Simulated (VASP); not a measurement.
**VASP 6.6.1 run: MgO**

INCAR

```
IBRION = -1
NELM = 120
ISIF = 2
LCHARG = .FALSE.
NSW = 0
LREAL = .FALSE.
GGA = PE
LWAVE = .FALSE.
ISMEAR = -1
LASPH = .TRUE.
EDIFF = 1E-9
NBANDS = 16
PREC = Accurate
ENCUT = 520
SIGMA = 0.02
```

KPOINTS

```
KPOINTS created by Atomic Simulation Environment
0
Gamma
12 12 6
0 0 0
```

POSCAR

```
Mg O
 1.0000000000000000
     3.2882172280713431    0.0000000000000000    0.0000000000000000
    -1.6441086140356715    2.8476796526714323   -0.0000000000000000
     0.0000000000000000   -0.0000000000000000    5.0343662747697859
 Mg  O
   2   2
Cartesian
  0.0000000000000001  1.8984531017809547 -0.0495307266341288
  1.6441086140356715  0.9492265508904774  2.4676524107507638
  0.0000000000000001  1.8984531017809547  1.9374180796727984
  1.6441086140356715  0.9492265508904774  4.4546012170576903
```

The recommended PBE PAW datasets give the neutral cell 16 valence electrons.

Command

```
mpirun -np 1 vasp_std
```

OSZICAR

```
N       E                     dE             d eps       ncg     rms          rms(c)
DAV:   1     0.607306036194E+02    0.60731E+02   -0.75076E+03  2432   0.882E+02
DAV:   2    -0.237318526636E+02   -0.84462E+02   -0.77793E+02  3328   0.196E+02
DAV:   3    -0.277859265972E+02   -0.40541E+01   -0.40434E+01  2808   0.444E+01
DAV:   4    -0.278027181952E+02   -0.16792E-01   -0.16791E-01  2928   0.336E+00
DAV:   5    -0.278028019707E+02   -0.83776E-04   -0.83776E-04  2816   0.227E-01    0.117E+01
DAV:   6    -0.235715088384E+02    0.42313E+01   -0.12250E+01  2432   0.262E+01    0.385E+00
DAV:   7    -0.235245741000E+02    0.46935E-01   -0.16620E-01  2464   0.326E+00    0.220E+00
DAV:   8    -0.235203122891E+02    0.42618E-02   -0.95051E-02  2568   0.337E+00    0.502E-01
DAV:   9    -0.235179083009E+02    0.24040E-02   -0.30780E-03  3024   0.509E-01    0.175E-01
DAV:  10    -0.235186491547E+02   -0.74085E-03   -0.15605E-03  2472   0.256E-01    0.304E-02
DAV:  11    -0.235186707337E+02   -0.21579E-04   -0.14705E-05  2888   0.273E-02    0.201E-02
DAV:  12    -0.235186713479E+02   -0.61426E-06   -0.89382E-06  2456   0.259E-02    0.256E-03
DAV:  13    -0.235186713179E+02    0.30057E-07   -0.51464E-07  2760   0.554E-03    0.818E-04
DAV:  14    -0.235186712954E+02    0.22437E-07   -0.23251E-08  2504   0.144E-03    0.248E-04
DAV:  15    -0.235186713060E+02   -0.10581E-07   -0.77102E-09  2928   0.636E-04    0.108E-04
DAV:  16    -0.235186713058E+02    0.18576E-09   -0.45608E-10  1848   0.185E-04
   1 F= -.23518671E+02 E0= -.23518671E+02  d E =-.138534E-10
```

From OUTCAR

```
k-points           NKPTS =     76   k-points in BZ     NKDIM =     76   number of bands    NBANDS=     16

   NELECT =      16.0000    total number of electrons

   dimension x,y,z NGX =    24 NGY =   24 NGZ =   40
   dimension x,y,z NGXF=    48 NGYF=   48 NGZF=   80

  energy-cutoff  :      520.00
  volume of cell :       47.14
      direct lattice vectors                 reciprocal lattice vectors
     3.288217228  0.000000000  0.000000000     0.304116161  0.175581547  0.000000000
    -1.644108614  2.847679653  0.000000000     0.000000000  0.351163095  0.000000000
     0.000000000  0.000000000  5.034366275     0.000000000  0.000000000  0.198634733

 k-points in reciprocal lattice and weights: KPOINTS created by Atomic Simulation Env
   0.00000000  0.00000000  0.00000000       0.001
   0.08333333 -0.00000000  0.00000000       0.007
   0.16666667 -0.00000000  0.00000000       0.007
   0.25000000 -0.00000000  0.00000000       0.007
   0.33333333 -0.00000000  0.00000000       0.007
   0.41666667 -0.00000000  0.00000000       0.007
   0.50000000 -0.00000000  0.00000000       0.003
   0.08333333  0.08333333  0.00000000       0.007
   ...

 E-fermi :   1.4831

 k-point     1 :       0.0000    0.0000    0.0000
  band No.  band energies     occupation
      1     -15.1155      2.00000
      2     -14.3291      2.00000
      3      -2.1517      2.00000
      4       0.4206      2.00000
      5       0.4206      2.00000
      6       0.7333      2.00000
      7       0.7333      2.00000
      8       1.0977      2.00000
      9       4.6376      0.00000
     10       9.6648      0.00000
     11      11.4087      0.00000
     12      15.3905      0.00000
     13      15.3905      0.00000
     14      17.2813      0.00000
     15      17.7387      0.00000
     16      17.7387      0.00000

 k-point     2 :       0.0833   -0.0000    0.0000
  band No.  band energies     occupation
      1     -15.0801      2.00000
      2     -14.3161      2.00000
      3      -2.0829      2.00000
      4       0.2486      2.00000
      5       0.3724      2.00000
      6       0.4990      2.00000
      7       0.7372      2.00000
      8       1.0760      2.00000
      9       4.9791      0.00000
     10       9.8658      0.00000
     11      11.3469      0.00000
     12      14.4514      0.00000
     13      15.5103      0.00000
     14      17.1797      0.00000
     15      17.7487      0.00000
     16      17.9024      0.00000

 k-point     3 :       0.1667   -0.0000    0.0000
  band No.  band energies     occupation
      1     -14.9802      2.00000
      2     -14.2829      2.00000
      3      -1.8835      2.00000
      4      -0.2726      2.00000
      5       0.0774      2.00000
      6       0.2574      2.00000
      7       0.7328      2.00000
      8       1.0054      2.00000
      9       5.7826      0.00000
     10      10.3041      0.00000
     11      11.2264      0.00000
     12      13.1657      0.00000
     13      15.8117      0.00000
     14      15.8858      0.00000
     15      16.7933      0.00000
     16      17.1145      0.00000

 ...

  Total        1.0452847      1.0452847      1.0275626      0.0000000      0.0000000      0.0000000
  in kB       35.5261984     35.5261984     34.9238738      0.0000000      0.0000000      0.0000000
  external PRESSURE =      35.3254235 kB  Pullay stress =       0.0000000 kB

 POSITION                                       TOTAL-FORCE (eV/Angst)
 -----------------------------------------------------------------------------------
      0.00000      1.89845      4.98484         0.000000     -0.000000     -0.014801
      1.64411      0.94923      2.46765        -0.000000      0.000000     -0.014801
      0.00000      1.89845      1.93742        -0.000000      0.000000      0.014801
      1.64411      0.94923      4.45460         0.000000     -0.000000      0.014801
 -----------------------------------------------------------------------------------
    total drift:                               -0.000000     -0.000000      0.001476

  FREE ENERGIE OF THE ION-ELECTRON SYSTEM (eV)
  ---------------------------------------------------
  free  energy   TOTEN  =       -23.5186713058 eV

  energy  without entropy=      -23.5186713058  energy(sigma->0) =      -23.51867131
```

It converged. Results: gap between bands v and c on the k mesh 3.54 eV; least direct gap on the k mesh 3.54 eV; pressure 3.5 GPa; largest force 0.01 eV/Å. Band v is the last that the valence electrons fill when counted band by band, and c is the next.

For comparison, a separate PBE run of the intended cell, on usual settings and not on those above, gives a gap of 3.54 eV on its mesh and a pressure of 3.5 GPa.

The run above took about 43 s on one core of a shared host (Intel Xeon Platinum 8488C) and held 0.19 GiB at most.
